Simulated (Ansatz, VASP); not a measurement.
## PbS (Galena): VASP beside Ansatz

Contents of INCAR:

```
SYSTEM = PbS
PREC = Accurate
ENCUT = 520
EDIFF = 1E-6
ISMEAR = -1
SIGMA = 0.05
LREAL = .FALSE.
LASPH = .TRUE.
NELM = 150
ALGO = Normal
ISIF = 2
LWAVE = .FALSE.
LCHARG = .FALSE.
MAGMOM = 0 0 0 0 0 0
LORBIT = 11
LSORBIT = .TRUE.
GGA_COMPAT = .FALSE.
LORBMOM = .TRUE.
GGA = PE
NBANDS = 32
```

The input KPOINTS:

```
regular mesh
0
G
  6 6 6
  0 0 0
```

File POSCAR:

```
PbS
1.0
    0.0000000000      2.9657500000      2.9657500000
    2.9657500000      0.0000000000      2.9657500000
    2.9657500000      2.9657500000      0.0000000000
Pb S
1 1
Direct
    0.0000000000      0.0000000000      0.0000000000
    0.5000000000      0.5000000000      0.5000000000
```

input.yaml

```yaml
crystal:
  lattice:
    - [0.0, 2.96575, 2.96575]
    - [2.96575, 0.0, 2.96575]
    - [2.96575, 2.96575, 0.0]
  atoms:
    - { symbol: Pb, position: [0.0, 0.0, 0.0] }
    - { symbol: S, position: [0.5, 0.5, 0.5] }
kpoints:
  mp_grid: { grid: [6, 6, 6] }
  band_path:
    path:
      - [0.0, 0.0, 0.0]
      - [0.5, 0.0, 0.5]
      - [0.5, 0.25, 0.75]
      - [0.375, 0.375, 0.75]
      - [0.0, 0.0, 0.0]
      - [0.5, 0.5, 0.5]
      - [0.625, 0.25, 0.625]
      - [0.5, 0.25, 0.75]
    npoints: 10
scf:
  occupations: { method: fermi_dirac, width: 0.05 }
hamiltonian:
  xc: pbe
  pseudopotentials: { kind: all_electron, lapw: { basis_error: 0.001 } }
magnetization:
  noncollinear: true
  spin_orbit: true
output:
  forces: true
  stress: true
  eigenvalues: true
```

Alike in both runs: functional PBE; k mesh 6 × 6 × 6; occupations fermi-dirac, width 0.05 eV; non-collinear spin, spin-orbit coupling.

|  | VASP | Ansatz |
| --- | --- | --- |
| version | VASP 6.6.1 | Ansatz 0.2.0 |
| potentials or method | VASP PAW PBE potentials, release 64 (Pb_d, S) | all-electron LAPW, relativistic spinors |
| plane-wave cutoff (eV) | 520 | see its input |
| task | single point | band structure |

```tsv
	VASP	Ansatz	Ansatz less VASP
gap on the k mesh at the Fermi level (eV)	0.02	0.08	+0.063
least direct gap on the mesh (eV)	0.02	0.08	+0.063
pressure (GPa)	1.7	1.6	-0.13
net moment per atom (μB)	0.00	0.00	0.000
```

Ansatz ran all-electron here, so the differences hold the error of VASP's frozen core and of both bases.
